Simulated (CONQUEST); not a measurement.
# N under changes of volume

One of the cells (26.341 Å³/atom); the others are scaled copies at fixed shape and fractional positions:

```xyz
8
Lattice="4.1672 0.0000 0.0000 0.0000 7.0060 0.0000 0.0000 0.0000 7.2179" Properties=species:S:1:pos:R:3 pbc="T T T"
N     0.0000    4.7015    2.4060
N     2.0836    4.7015    6.0149
N     0.0000    5.8075    2.4060
N     2.0836    5.8075    6.0149
N     0.0000    1.1985    4.8119
N     2.0836    1.1985    1.2030
N     0.0000    2.3045    4.8119
N     2.0836    2.3045    1.2030
```

- Program: CONQUEST 1.3
- Functional: PBE
- Potentials or basis: PseudoDojo NC PBE, DZP, grid of 48 × 80 × 80 points
- k mesh: 7 × 4 × 4
- Occupations: fermi-dirac, width 0.05 eV
- Spin: no spin polarisation

```csv
volume (Å³/atom),energy over the lowest point (meV/atom),pressure (GPa),gap on the mesh (eV),largest force (eV/Å)
24.761,58.25,7.4,7.33,6.320
25.288,36.73,5.7,7.28,4.963
25.814,20.59,4.1,7.23,3.692
26.341,9.36,2.7,7.18,2.498
26.868,?,?,?,?
27.395,0.00,0.2,7.08,0.328
27.922,1.16,-0.9,7.03,0.658
```

Problem. What does the run at 26.868 Å³/atom give?

Solution. Energy over the lowest point 2.62 meV/atom; pressure 1.4 GPa; gap on the mesh 7.13 eV; largest force 1.379 eV/Å.

Worked out: A Birch-Murnaghan fit of order 3 (a polynomial in V^(-2/3)) to the other rows has its minimum at 27.49 Å³/atom with B0 = V·E''(V) = 59 GPa and B' = 3.6 at fixed shape and positions, which overstates the stiffness. It gives 2.62 meV/atom at 26.868 Å³/atom, against the run's 2.62, and -dE/dV = 1.4 GPa, against 1.4. A straight line through the other rows of the gap, of slope -2.5 eV per unit of ln V, gives 7.13 eV, against the run's 7.13.

Energies are extrapolated to zero smearing.

Caveats: an odd mesh through Γ misses points on the zone boundary, where band edges often lie; the basis of atomic orbitals isn't converged, which shifts pressures, moduli and gaps; forces of over 1 eV/Å show positions far from the minimum, so gaps and moduli don't describe the material at rest (some runs).
